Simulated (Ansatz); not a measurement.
# BAs: from a guess to a relaxed structure

The task: take a trial cell of BAs to zero force and stress.

Computed with Ansatz 0.2.0 (DFT PBE, scalar-relativistic, plane waves, PAW, unless a step's input says otherwise).

### 1 The system as given

Symmetry: Pm-3m, No. 221, cubic system. Conventional cell: a = 3.182 Å, b = 3.182 Å, c = 3.182 Å, α = 90.00°, β = 90.00°, γ = 90.00°. B (site symmetry m-3m) has 8 As at 2.76 Å as nearest neighbours. As (site symmetry m-3m) has 8 B at 2.76 Å as nearest neighbours.

Coordinates:

```
B As
1.0
     3.18160    0.00000    0.00000
     0.00000    3.18160    0.00000
     0.00000    0.00000    3.18160
B As
1 1
Cartesian
  1.5908 1.5908 1.5908
  0.0000 0.0000 0.0000
```

A structure generator made this guess: random cell by space group and Wyckoff sites (Pm-3m, No. 221). The dimensions are guesses.

### 2 A first look at the guess

Contents of input.yaml:

```yaml
crystal:
  lattice:
    - [3.18159704, 0.0, 0.0]
    - [0.0, 3.18159704, 0.0]
    - [0.0, 0.0, 3.18159704]
  atoms:
    - { symbol: B, position: [0.5, 0.5, 0.5] }
    - { symbol: As, position: [0.0, 0.0, 0.0] }
basis:
  ecutwfc: 420
kpoints:
  mp_grid: { grid: [6, 6, 6] }
hamiltonian:
  xc: pbe
scf:
  occupations: { method: gaussian, width: 0.1 }
  lower_state_search: "off"
output:
  forces: true
  stress: true
  eigenvalues: true
```

Started as:

```
$ ansatz run input.yaml --threads 1 --pin off --max-ram 2560MiB --backend cpu --events-out ev --progress --plain --runs-dir out
```

The log of the run (excerpt; [...] marks lines left out):

```text
Warning: RAYON_NUM_THREADS=1 ignored (pool sized by the plan → 1); use --threads N
[...]
Pseudopotentials: kind: paw
Pseudopotential: B, paw, valence charge 3, recommended cutoff 420 eV (normal), B.paw.azcp
Pseudopotential: As, paw, valence charge 15, recommended cutoff 420 eV (normal), As.paw.azcp
Functional definition: PBE
[...]
Crystal: 2 atoms, lattice volume = 32.206 Å³
Basis set: ecut = 420 eV, 619 PW (Γ), exchange–correlation on 48×48×48 points (8 copies of the dense FFT grid, shifted against one another)
Bands: 13, of which v1, the nominal top of the filled ones, is band 9 counted from 1 (8 counted from 0)
Symmetry: 48 space group operations
Space group: Pm-3m (ITA 221), of the structure as read, at distance tolerance 3.2e-5 Å
k-points: 20 of 216
[...]
SCF iter   1: F=—  HF=-5008.673956 eV  |F-HF|=—  |Δ(HF+E_count)|=         —  Δρ=1.16e-3  dr2=3.08e-4  ethr=1.77e-3  ⟨swp⟩=5.1  Hψ=2950  notcnv=0  defer=12
[...]
SCF iter   6: F=-5008.674075 eV  HF=-5008.674075 eV  |F-HF|=1.27e-11  |Δ(HF+E_count)|=   2.21e-9  Δρ=2.15e-7  dr2=1.61e-11  ethr=5.79e-12  ⟨swp⟩=4.0  Hψ=1210  notcnv=0
[...]
SCF converged after 6 iterations
Free energy (F): -5008.674075 eV
[...]
E sigma→0 (E₀):  -5008.672966 eV
Entropy (-TS):   -0.002219 eV (-1.109 meV/atom)
Fermi energy:    8.831856 eV
[...]
--- Forces (eV/Å), atoms counted from 1 ---
  atom   1  B      0.00000000    -0.00000000     0.00000000
  atom   2  As    -0.00000000     0.00000000     0.00000000
[...]
--- Stress (GPa, compression-positive) ---
      -15.202303      -0.000000      -0.000000
       -0.000000     -15.202303       0.000000
       -0.000000       0.000000     -15.202303
  P = ⅓ Tr σ = -15.2023 GPa (-152.023 kbar)
--- Band table (eV; the first three rows and the last of 20) ---
  k-point 0: bands = ["-27.2887", "-27.2887", "-27.2687", "-27.2687", "-27.2687", "-4.7539", "6.8816", "8.3366", "8.3366", "8.3366", "14.8263", "14.8263", "16.0110", "16.0110", "16.0110", "26.1365", "26.1365"]
[...]
```

Run time: 5.7 s. Hardware: 1 thread of Intel Xeon at 2.50GHz (Skylake/Cascade Lake), shared host; peak memory 0.3 GiB.

Read-out: pressure -15.2 GPa, largest force 0.00 eV/Å, gap on this mesh none (metal). A guess like this is first relaxed loosely on the coarse mesh.

### 3 Rough relaxation on the coarse mesh

input.yaml: that of step 2 with these lines changed.

```diff
@@ -21 +21,6 @@
   eigenvalues: true
+relax:
+  adjacent_minimum: "off"
+  f_tol: 0.04
+  max_steps: 70
+  cell: { stress_tol: 0.4 }
```

Started as:

```
$ ansatz run input.yaml --threads 1 --pin off --max-ram 2560MiB --backend cpu --events-out ev --progress --plain --runs-dir out
```

The log of the run:

```text
Warning: RAYON_NUM_THREADS=1 ignored (pool sized by the plan → 1); use --threads N
Engine: ansatz 0.2.0, x86_64-unknown-linux-gnu
[... 4 set-up lines as earlier in the session ...]
  parameter kappa = 0.804
  parameter beta = 0.06672455060314922
  exchange = pbe_x(kappa = kappa, mu = beta*pi^2/3)
  correlation = pbe_c(beta = beta)
Crystal: 2 atoms, lattice volume = 32.206 Å³
Basis set: ecut = 420 eV, 619 PW (Γ), exchange–correlation on 48×48×48 points (8 copies of the dense FFT grid, shifted against one another)
Bands: 13, of which v1, the nominal top of the filled ones, is band 9 counted from 1 (8 counted from 0)
[... 2 set-up lines as earlier in the session ...]
k-points: 20 of 216
Non-local potential: B, projectors of the file, l = 0: 2, l = 1: 2, l = 2: 1
Non-local potential: As, projectors of the file, l = 0: 2, l = 1: 2, l = 2: 3, l = 3: 1
PAW form: soft (Blöchl's): semilocal exchange-correlation on the pseudo side does not see the compensation charge
PAW one-centre angular grid: B, 110 points (default); XC on 64 Gauss nodes
PAW one-centre angular grid: As, 590 points (default); XC on 64 Gauss nodes
Initial density: superposition of atomic densities (neutral atoms: chi_scale 0, normalization atom), corrected by the library's trained network
Initial wavefunctions: pseudopotential atomic-orbital guess
Functional: x = pbe(κ = 0.804, μ = 0.2195149727645171), c = pbe(β = 0.06672455060314922)
SCF iter   1: F=—  HF=-5008.673956 eV  |F-HF|=—  |Δ(HF+E_count)|=         —  Δρ=1.16e-3  dr2=3.08e-4  ethr=1.77e-3  ⟨swp⟩=5.1  Hψ=2950  notcnv=0  defer=12
automatic band count: the SCF goes on with 17 bands, as 13 were too few: the levels above may hold too much charge
preconditioner: auto → none  [insulator: Δε(μ)=0.243 eV  Ē_g=13.586 eV  σ=0.100 eV  W_gap=0.90  n_scr=6 (ndim 8)  ℏωp=18.5 eV  f_vac=0.000  D(μ)=0.44/eV (n_scr^D=0)  ε∞_Penn≈2.9]
SCF iter   2: F=—  HF=-5008.673978 eV  |F-HF|=—  |Δ(HF+E_count)|=   2.17e-5  Δρ=4.71e-4  dr2=2.40e-5  ethr=1.71e-6  ⟨swp⟩=2.4  Hψ=662  notcnv=0  defer=19
SCF iter   3: F=—  HF=-5008.674060 eV  |F-HF|=—  |Δ(HF+E_count)|=   8.18e-5  Δρ=1.88e-4  dr2=4.18e-6  ethr=1.33e-7  ⟨swp⟩=2.0  Hψ=460  notcnv=0  defer=19
SCF iter   4: F=—  HF=-5008.674075 eV  |F-HF|=—  |Δ(HF+E_count)|=   1.53e-5  Δρ=3.03e-5  dr2=1.14e-7  ethr=2.32e-8  ⟨swp⟩=2.0  Hψ=367  notcnv=0  defer=19
iter 5 did not close the SCF: its close was put off for the readings that it lacked (scf_convergence_deferred on its scf_iter line)
SCF iter   5: F=-5008.674075 eV  HF=-5008.674075 eV  |F-HF|=2.01e-9  |Δ(HF+E_count)|=   3.63e-7  Δρ=2.52e-6  dr2=1.04e-9  ethr=6.35e-10  ⟨swp⟩=2.0  Hψ=367  notcnv=0  defer=19
SCF iter   6: F=-5008.674075 eV  HF=-5008.674075 eV  |F-HF|=1.27e-11  |Δ(HF+E_count)|=   2.21e-9  Δρ=2.15e-7  dr2=1.61e-11  ethr=5.79e-12  ⟨swp⟩=4.0  Hψ=1210  notcnv=0
SCF 1 converged in 6 iterations: F = -5008.674075 eV  dr2 = 1.61e-11
relax step   1: F+E_penalty+E_count = -5008.67407542 eV  Δ(F+E_penalty+E_count) = +0.000e0 eV  max|allowed force component| = 1.224e-30 eV/Å  Δτ_max = 0.0000 Å  P = -15.202 GPa  Ω = 32.206 Å³  (6 SCF iters, dr2 threshold 1.00e-7 eV, accepted)
Crystal: 2 atoms, lattice volume = 27.722 Å³
Basis set: ecut = 420 eV, 515 PW (Γ), exchange–correlation on 48×48×48 points (8 copies of the dense FFT grid, shifted against one another)
Bands: 17, of which v1, the nominal top of the filled ones, is band 9 counted from 1 (8 counted from 0)
Initial density: handed on by an earlier stage of this run
Initial wavefunctions: those handed on with the density
iter 1 solved again at ethr=1.17e-4 eV; its pass at ethr=3.10e-3 eV (dr2=2.10e-2 eV) is discarded
SCF iter   1: F=—  HF=-5009.012968 eV  |F-HF|=—  |Δ(HF+E_count)|=         —  Δρ=6.67e-3  dr2=2.10e-2  ethr=1.17e-4  ⟨swp⟩=1.2  Hψ=2184  notcnv=0
preconditioner: auto → none  [metal: Δε(μ)=0.076 eV  Ē_g=14.787 eV  σ=0.100 eV  W_gap=0.39  n_scr=6 (ndim 8)  ℏωp=19.9 eV  f_vac=0.000  D(μ)=1.44/eV (n_scr^D=18)]
SCF iter   2: F=—  HF=-5009.008164 eV  |F-HF|=—  |Δ(HF+E_count)|=   4.80e-3  Δρ=2.99e-3  dr2=4.14e-3  ethr=1.17e-4  ⟨swp⟩=1.2  Hψ=350  notcnv=0
SCF iter   3: F=—  HF=-5009.007053 eV  |F-HF|=—  |Δ(HF+E_count)|=   1.11e-3  Δρ=1.96e-4  dr2=4.38e-6  ethr=2.30e-5  ⟨swp⟩=1.4  Hψ=353  notcnv=0
SCF iter   4: F=—  HF=-5009.007061 eV  |F-HF|=—  |Δ(HF+E_count)|=   7.14e-6  Δρ=5.86e-5  dr2=4.29e-7  ethr=2.44e-8  ⟨swp⟩=2.0  Hψ=526  notcnv=0
iter 5 did not close the SCF: its close was put off for the readings that it lacked (scf_convergence_deferred on its scf_iter line)
SCF iter   5: F=-5009.007061 eV  HF=-5009.007061 eV  |F-HF|=4.26e-9  |Δ(HF+E_count)|=   2.27e-7  Δρ=5.38e-6  dr2=3.30e-9  ethr=2.38e-9  ⟨swp⟩=2.0  Hψ=524  notcnv=0
SCF iter   6: F=-5009.007061 eV  HF=-5009.007061 eV  |F-HF|=1.75e-10  |Δ(HF+E_count)|=   4.83e-9  Δρ=1.00e-6  dr2=8.76e-11  ethr=1.83e-11  ⟨swp⟩=2.3  Hψ=984  notcnv=0
SCF 2 converged in 6 iterations: F = -5009.007061 eV  dr2 = 8.76e-11
relax step   2: F+E_penalty+E_count = -5009.00706079 eV  Δ(F+E_penalty+E_count) = -3.330e-1 eV  max|allowed force component| = 2.136e-31 eV/Å  Δτ_max = 0.0000 Å  P = -7.309 GPa  Ω = 27.722 Å³  energy of the carried Pulay correction = +1.684e-3 eV  (6 SCF iters, dr2 threshold 2.00e-7 eV, accepted)
Crystal: 2 atoms, lattice volume = 24.568 Å³
Basis set: ecut = 420 eV, 461 PW (Γ), exchange–correlation on 48×48×48 points (8 copies of the dense FFT grid, shifted against one another)
iter 1 solved again at ethr=8.70e-5 eV; its pass at ethr=3.10e-3 eV (dr2=1.57e-2 eV) is discarded
SCF iter   1: F=—  HF=-5009.052455 eV  |F-HF|=—  |Δ(HF+E_count)|=         —  Δρ=6.43e-3  dr2=1.57e-2  ethr=8.70e-5  ⟨swp⟩=1.2  Hψ=2221  notcnv=0
preconditioner: auto → none  [metal: Δε(μ)=0.103 eV  Ē_g=15.896 eV  σ=0.100 eV  W_gap=0.45  n_scr=6 (ndim 8)  ℏωp=21.2 eV  f_vac=0.000  D(μ)=1.29/eV (n_scr^D=18)]
SCF iter   2: F=—  HF=-5009.048747 eV  |F-HF|=—  |Δ(HF+E_count)|=   3.71e-3  Δρ=2.79e-3  dr2=2.88e-3  ethr=8.70e-5  ⟨swp⟩=1.2  Hψ=352  notcnv=0
SCF iter   3: F=—  HF=-5009.047988 eV  |F-HF|=—  |Δ(HF+E_count)|=   7.59e-4  Δρ=2.02e-4  dr2=4.62e-6  ethr=1.60e-5  ⟨swp⟩=1.3  Hψ=357  notcnv=0
SCF iter   4: F=—  HF=-5009.047993 eV  |F-HF|=—  |Δ(HF+E_count)|=   4.93e-6  Δρ=6.03e-5  dr2=3.95e-7  ethr=2.57e-8  ⟨swp⟩=2.0  Hψ=519  notcnv=0
iter 5 did not close the SCF: its close was put off for the readings that it lacked (scf_convergence_deferred on its scf_iter line)
SCF iter   5: F=-5009.047993 eV  HF=-5009.047993 eV  |F-HF|=1.11e-10  |Δ(HF+E_count)|=   8.20e-8  Δρ=1.33e-5  dr2=1.62e-8  ethr=2.19e-9  ⟨swp⟩=2.0  Hψ=524  notcnv=0
SCF iter   6: F=-5009.047993 eV  HF=-5009.047993 eV  |F-HF|=9.55e-11  |Δ(HF+E_count)|=   1.34e-8  Δρ=1.53e-6  dr2=2.07e-10  ethr=9.01e-11  ⟨swp⟩=1.1  Hψ=957  notcnv=0
SCF 3 converged in 6 iterations: F = -5009.047993 eV  dr2 = 2.07e-10
relax step   3: F+E_penalty+E_count = -5009.04799279 eV  Δ(F+E_penalty+E_count) = -4.093e-2 eV  max|allowed force component| = 3.287e-31 eV/Å  Δτ_max = 0.0000 Å  P = +4.690 GPa  Ω = 24.568 Å³  energy of the carried Pulay correction = +3.029e-3 eV  (6 SCF iters, dr2 threshold 2.00e-7 eV, accepted)
Crystal: 2 atoms, lattice volume = 25.623 Å³
Basis set: ecut = 420 eV, 485 PW (Γ), exchange–correlation on 48×48×48 points (8 copies of the dense FFT grid, shifted against one another)
iter 1 solved again at ethr=1.42e-5 eV; its pass at ethr=3.10e-3 eV (dr2=2.55e-3 eV) is discarded
SCF iter   1: F=—  HF=-5009.062186 eV  |F-HF|=—  |Δ(HF+E_count)|=         —  Δρ=2.50e-3  dr2=2.56e-3  ethr=1.42e-5  ⟨swp⟩=1.4  Hψ=1977  notcnv=0
preconditioner: auto → none  [metal: Δε(μ)=0.068 eV  Ē_g=15.518 eV  σ=0.100 eV  W_gap=0.37  n_scr=6 (ndim 8)  ℏωp=20.7 eV  f_vac=0.000  D(μ)=1.32/eV (n_scr^D=18)]
SCF iter   2: F=—  HF=-5009.061595 eV  |F-HF|=—  |Δ(HF+E_count)|=   5.91e-4  Δρ=1.09e-3  dr2=4.72e-4  ethr=1.42e-5  ⟨swp⟩=1.0  Hψ=340  notcnv=0
SCF iter   3: F=—  HF=-5009.061473 eV  |F-HF|=—  |Δ(HF+E_count)|=   1.23e-4  Δρ=7.83e-5  dr2=7.39e-7  ethr=2.62e-6  ⟨swp⟩=1.1  Hψ=342  notcnv=0
SCF iter   4: F=—  HF=-5009.061475 eV  |F-HF|=—  |Δ(HF+E_count)|=   2.74e-6  Δρ=2.43e-5  dr2=6.63e-8  ethr=4.10e-9  ⟨swp⟩=2.0  Hψ=525  notcnv=0
iter 5 did not close the SCF: its close was put off for the readings that it lacked (scf_convergence_deferred on its scf_iter line)
SCF iter   5: F=-5009.061475 eV  HF=-5009.061475 eV  |F-HF|=4.92e-10  |Δ(HF+E_count)|=   2.84e-8  Δρ=1.90e-6  dr2=3.70e-10  ethr=3.68e-10  ⟨swp⟩=2.0  Hψ=524  notcnv=0
SCF iter   6: F=-5009.061475 eV  HF=-5009.061475 eV  |F-HF|=2.36e-11  |Δ(HF+E_count)|=  5.14e-10  Δρ=3.75e-7  dr2=1.19e-11  ethr=2.06e-12  ⟨swp⟩=1.0  Hψ=846  notcnv=0
SCF 4 converged in 6 iterations: F = -5009.061475 eV  dr2 = 1.19e-11
relax step   4: F+E_penalty+E_count = -5009.06147539 eV  Δ(F+E_penalty+E_count) = -1.348e-2 eV  max|allowed force component| = 1.479e-31 eV/Å  Δτ_max = 0.0000 Å  P = -0.309 GPa  Ω = 25.623 Å³  energy of the carried Pulay correction = +2.563e-3 eV  (6 SCF iters, dr2 threshold 2.00e-7 eV, accepted)
Basis set: ecut = 420 eV, 485 PW (Γ), exchange–correlation on 40×40×40 points (8 copies of the dense FFT grid, shifted against one another)
Initial wavefunctions: pseudopotential atomic-orbital guess (no wavefunctions were taken with the density)
iter 1 solved again at ethr=3.09e-8 eV; its pass at ethr=3.10e-3 eV (dr2=5.57e-6 eV) is discarded
SCF iter   1: F=—  HF=-5009.059773 eV  |F-HF|=—  |Δ(HF+E_count)|=         —  Δρ=1.73e-4  dr2=1.07e-6  ethr=3.09e-8  ⟨swp⟩=2.9  Hψ=2426  notcnv=0
preconditioner: auto → none  [metal: Δε(μ)=0.045 eV  Ē_g=15.513 eV  σ=0.100 eV  W_gap=0.24  n_scr=6 (ndim 8)  ℏωp=20.7 eV  f_vac=0.000  D(μ)=1.41/eV (n_scr^D=18)]
SCF iter   2: F=—  HF=-5009.059782 eV  |F-HF|=—  |Δ(HF+E_count)|=   8.37e-6  Δρ=9.55e-5  dr2=4.51e-7  ethr=5.95e-9  ⟨swp⟩=2.0  Hψ=524  notcnv=0
SCF iter   3: F=—  HF=-5009.059783 eV  |F-HF|=—  |Δ(HF+E_count)|=   1.60e-6  Δρ=2.96e-5  dr2=3.53e-8  ethr=2.51e-9  ⟨swp⟩=2.0  Hψ=414  notcnv=0
iter 4 did not close the SCF: its close was put off for the readings that it lacked (scf_convergence_deferred on its scf_iter line)
SCF iter   4: F=-5009.059783 eV  HF=-5009.059783 eV  |F-HF|=8.24e-10  |Δ(HF+E_count)|=   1.81e-7  Δρ=2.97e-6  dr2=8.75e-10  ethr=1.96e-10  ⟨swp⟩=2.6  Hψ=516  notcnv=0
iter 5 did not close the SCF: its close was put off for the readings that it lacked (scf_convergence_deferred on its scf_iter line)
SCF iter   5: F=-5009.059783 eV  HF=-5009.059783 eV  |F-HF|=0.00e0  |Δ(HF+E_count)|=   1.03e-9  Δρ=8.32e-8  dr2=5.03e-13  ethr=4.86e-12  ⟨swp⟩=2.1  Hψ=428  notcnv=0
SCF iter   6: F=-5009.059783 eV  HF=-5009.059783 eV  |F-HF|=2.73e-12  |Δ(HF+E_count)|=  9.09e-13  Δρ=1.25e-8  dr2=1.58e-14  ethr=1.00e-12  ⟨swp⟩=1.8  Hψ=797  notcnv=0
SCF 5 converged in 6 iterations: F = -5009.059783 eV  dr2 = 1.58e-14
relax step   5: F+E_penalty+E_count = -5009.05978334 eV  Δ(F+E_penalty+E_count) = +1.692e-3 eV  max|allowed force component| = 1.356e-31 eV/Å  Δτ_max = 0.0000 Å  P = -0.351 GPa  Ω = 25.623 Å³  stress off target by 3.51e-1 GPa  SCF on the basis re-selected at this cell (its energy is not comparable with the rows above)  (6 SCF iters)
basis re-selected at this cell: Δ(F+E_penalty+E_count) = +1.692e-3 eV, ΔP = -0.042 GPa vs the last step (what re-selecting the basis moved, of the pressure what is left beyond the Pulay correction that the steps carried, after the strain that the cell walked since its last selection, with what the two solves' SCF thresholds leave and, on support functions, any second-order correction that the steps lacked; it is no measure of the basis error at this ecutwfc). The dense FFT grid was sized anew with the basis: this SCF ran on 20×20×20 points, the steps before it on 24×24×24, so part of this shift can come from that change (see relax.cell in the input reference). This SCF's stress stands 3.51e-1 GPa from its target on what of the cell is left free (relax.cell.stress_tol is 4.00e-1 GPa) and its largest allowed force component is 1.36e-31 eV/Å (relax.f_tol is 4.00e-2 eV/Å): within both
SCF converged after 6 iterations
Free energy (F): -5009.059783 eV
Harris-Foulkes:  -5009.059783 eV  (|F-HF|=2.73e-12)
Internal energy: -5009.052720 eV  (E = F + TS)
E sigma→0 (E₀):  -5009.056252 eV
Entropy (-TS):   -0.007063 eV (-3.532 meV/atom)
Fermi energy:    12.417446 eV
--- Per-component energies (eV) ---
  E_band       = -187.469001
  E_kinetic    = 142.604862
  E_local      = -1560.866157  (includes V_loc(G=0)·N_el)
  E_nonlocal   = -656.503532
  E_hartree    = 885.994855
  E_xc         = -109.722504
  E_vxc        = -115.300426  (∫ρ·V_xc dr)
  E_paw        = -1912.854110  (= ΣΔE_a)
  E_vpaw       = 230.606537  (= ΣTr[D̂ρ^β])
  E_aug_tail   = 0.000006  (compensation charges beyond the density's cutoff)
  E_ewald      = -1797.706140
  E_smearing   = -0.007063  (= −TS)
  E_closure    = 0.000000  (closes the sum)
  Σ components = -5009.059783   (vs F -5009.059783, Δ=0.00e0)
--- Forces (eV/Å), atoms counted from 1 ---
  atom   1  B      0.00000000     0.00000000     0.00000000
  atom   2  As     0.00000000     0.00000000     0.00000000
  max |Σ_I F_I| component: 3.86e-31 eV/Å
--- Stress (GPa, compression-positive) ---
       -0.351008       0.000000       0.000000
        0.000000      -0.351008       0.000000
        0.000000       0.000000      -0.351008
  P = ⅓ Tr σ = -0.3510 GPa (-3.510 kbar)
--- Band table (eV; the first three rows and the last of 20) ---
  k-point 0: bands = ["-23.8683", "-23.8683", "-23.8216", "-23.8216", "-23.8216", "-3.2514", "11.5263", "11.5263", "11.5263", "11.9785", "18.0598", "18.0598", "21.5186", "21.5186", "21.5186", "31.6253", "31.6253"]
  k-point 1: bands = ["-23.8679", "-23.8583", "-23.8246", "-23.8246", "-23.8214", "-2.8197", "8.1604", "11.9707", "11.9707", "13.4356", "18.5080", "20.0202", "20.4443", "20.4443", "21.5593", "29.7980", "30.6412"]
  k-point 2: bands = ["-23.8670", "-23.8384", "-23.8305", "-23.8305", "-23.8209", "-1.5850", "4.5137", "13.2755", "13.2755", "14.5526", "17.9722", "17.9722", "18.3183", "19.8268", "25.6841", "26.8535", "30.8372"]
  k-point 19: bands = ["-23.8464", "-23.8464", "-23.8464", "-23.8056", "-23.8056", "4.9963", "9.3502", "9.3502", "9.3502", "9.7517", "10.4419", "10.4419", "10.4419", "31.8627", "31.8627", "31.8627", "40.3727"]
--- Relaxed structure (4 steps of the walk, 4 accepted, 1 SCFs on fresh bases) ---
  F+E_penalty+E_count = -5009.05978334 eV   max|allowed force component| = 1.356e-31 eV/Å   (the final SCF, on the basis selected at the relaxed cell)
  cell:  # Å, volume = 25.6226 Å³
    - [2.9480918498083097, -2.0543252740130515e-33, -6.419766481290786e-34]
    - [-1.0271626370065256e-33, 2.9480918498083097, 0.0]
    - [-6.419766481290786e-34, 0.0, 2.9480918498083097]
  atoms:
    - { symbol: B, position: [0.5, 0.5, 0.5] }
    - { symbol: As, position: [-7.409040099074793e-36, 7.881957552172025e-37, 1.5763915104349786e-37] }
```

Wall time 23 s (1 thread of Intel Xeon at 2.50GHz (Skylake/Cascade Lake), shared host); peak memory 0.32 GiB.

Step by step:

| step | E - E(step 1) (eV/cell) | largest force component (eV/Å) | pressure (GPa) | volume (Å³) |
| --- | --- | --- | --- | --- |
| 1 | 0.0000 | 0.0000 | -15.20 | 32.21 |
| 2 | -0.3330 | 0.0000 | -7.31 | 27.72 |
| 3 | -0.3739 | 0.0000 | 4.69 | 24.57 |
| 4 | -0.3874 | 0.0000 | -0.31 | 25.62 |
| 5 | -0.3857 | 0.0000 | -0.35 | 25.62 |

Step 1 is the start. Step 5 repeats the geometry before it on a plane-wave basis chosen anew for that cell, so its energy need not be comparable with the rows above.

|  | before | after | change |
| --- | --- | --- | --- |
| a (Å) | 3.182 | 2.948 | -7.3 % |
| b (Å) | 3.182 | 2.948 | -7.3 % |
| c (Å) | 3.182 | 2.948 | -7.3 % |
| volume (Å³/atom) | 16.10 | 12.81 | -20.4 % |
| shortest distance (Å) | 2.755 | 2.553 | -7.3 % |
| space group (0.01 Å) | Pm-3m | Pm-3m | same |

Forces and stress were held to the start's 48 operations: a distortion of lower symmetry was not tested.

[end of part 1 of 2]
